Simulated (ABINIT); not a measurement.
Te2Mo:

```
Te Mo
1.0
     3.51820    0.00000    0.00000
    -1.75910    3.04685    0.00000
     0.00000    0.00000   13.97360
Te Mo
4 2
Direct
  0.66667 0.33333 0.37900
  0.33333 0.66667 0.87900
  0.66667 0.33333 0.12100
  0.33333 0.66667 0.62100
  0.66667 0.33333 0.75000
  0.33333 0.66667 0.25000
```

Base run:

* Program: ABINIT 10.8.3 (patched build)
* Functional: LDA
* Potentials or basis: JTH PAW LDA v2.0
* Cutoff: 408 eV
* k mesh: 7 × 7 × 2
* Occupations: fermi-dirac, width 0.05 eV
* Spin: no spin polarisation

Its results: band gap on the k mesh 0.77 eV, indirect (least direct gap 1.24 eV); pressure -2.2 GPa; largest force 0.168 eV/Å.

**Question.** After a change of settings the same cell gave: band gap on the k mesh 0.71 eV, indirect (least direct gap 1.03 eV); pressure -2.2 GPa; largest force 0.168 eV/Å. Which change was it?
A. k mesh from 7 × 7 × 2 to 9 × 9 × 2
B. functional from LDA to PBE; potentials or basis from JTH PAW LDA v2.0 to JTH PAW PBE v2.0
C. functional from LDA to PBEsol; potentials or basis from JTH PAW LDA v2.0 to JTH PAW PBE v2.0

**Answer.** A.

Caveats: spin-orbit coupling is left out, which moves the levels of the heavy elements; an odd mesh through Γ misses points on the zone boundary, where band edges often lie (some runs).

Not every run made on this cell is shown here.
